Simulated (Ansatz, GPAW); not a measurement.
## Ru: programs and potentials compared

```xyz
2
Lattice="2.7058 0.0000 0.0000 -1.3529 2.3433 0.0000 0.0000 0.0000 4.2819" Properties=species:S:1:pos:R:3 pbc="T T T"
Ru    1.3529    0.7811    3.2114
Ru    0.0000    1.5622    1.0705
```

Alike in all runs: task band structure; functional RPBE; k mesh 11 × 11 × 6; occupations fermi-dirac, width 0.05 eV; no spin polarisation; no spin-orbit coupling. Pressure is positive in compression and, in plane waves, holds the error of the finite cutoff, which Ansatz's Pulay term estimates and takes out.

| program and potentials | plane-wave cutoff (eV) | notes | pressure (GPa) |
| --- | --- | --- | --- |
| Ansatz, Ansatz PAW | 420 | potentials made for PBE, which Ansatz adapts in part; Pulay term of +0.10 GPa included | 9.03 |
| GPAW, the program's PAW data sets (release 1.2.1) made for this functional | 600 | - | 8.65 |
| Ansatz, all-electron LAPW, scalar-relativistic | - | - | ? |

Q: Estimate from the other rows what the run with Ansatz, all-electron LAPW, scalar-relativistic gave.

A: Pressure 8.91 GPa. The other rows, which needn't bracket it: pressure 8.65 to 9.03.
